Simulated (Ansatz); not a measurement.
`C[CH2][Zn][CH2]C` + `N=C[SeH]` → `CC[Se]C=N` + `C[CH2][ZnH]`  (substitution at a C–Zn bond)

Gas-phase electronic energies from Ansatz, PBE0-D4/def2-TZVP geometries. CBS: MP2 limit from def2 TZ/QZ plus the TZ coupled-cluster correction, frozen cores. Functionals use def2-TZVPP. B3LYP here is the variant with VWN-RPA as its local correlation; programs differ in this. For Se, Zn outer-core shells are correlated without core-valence functions, which leaves a few kJ/mol of doubt a bond. Scalar relativity is left out up to krypton. One conformer a species, not always the lowest.

| level | ΔE (kJ/mol) | difference from CCSD(T)/CBS |
| --- | --- | --- |
| PBE-D4 | -3.3 | -3.0 |
| r2SCAN-D4 | -3.6 | -3.3 |
| PBE0-D4 | -2.7 | -2.4 |
| B3LYP-D4 | -3.6 | -3.3 |
| ωB97X-V | -1.7 | -1.4 |
| ωB97M-V | -0.7 | -0.4 |
| B2PLYP | 0.3 | 0.6 |
| PBE | 0.6 | 0.9 |
| PBE0 | 0.6 | 0.9 |
| B3LYP | 2.8 | 3.1 |
| HF/def2-TZVPP | -4.0 | -3.7 |
| MP2/def2-TZVPP | -1.8 | -1.5 |
| CCSD/def2-TZVPP | -0.9 | -0.6 |
| MP2/def2-QZVPP | -0.5 | -0.2 |
| SCS-MP2/def2-QZVPP | -1.4 | -1.1 |
| HF/CBS(def2) | -3.3 | -3.0 |
| CCSD(T)/CBS | -0.3 | 0 |

Largest T1 diagnostic among the species: 0.013.

The D4 term adds −6.4 kJ/mol with B3LYP and −3.4 kJ/mol with PBE0; it sums over pairs of atoms, weighted by their polarisabilities, and B3LYP, whose exchange is more repulsive, gets the larger term.

CCSD(T)/CBS has its own doubt, a few kJ/mol and more with outer-core shells, so smaller differences from it don't rank the levels.
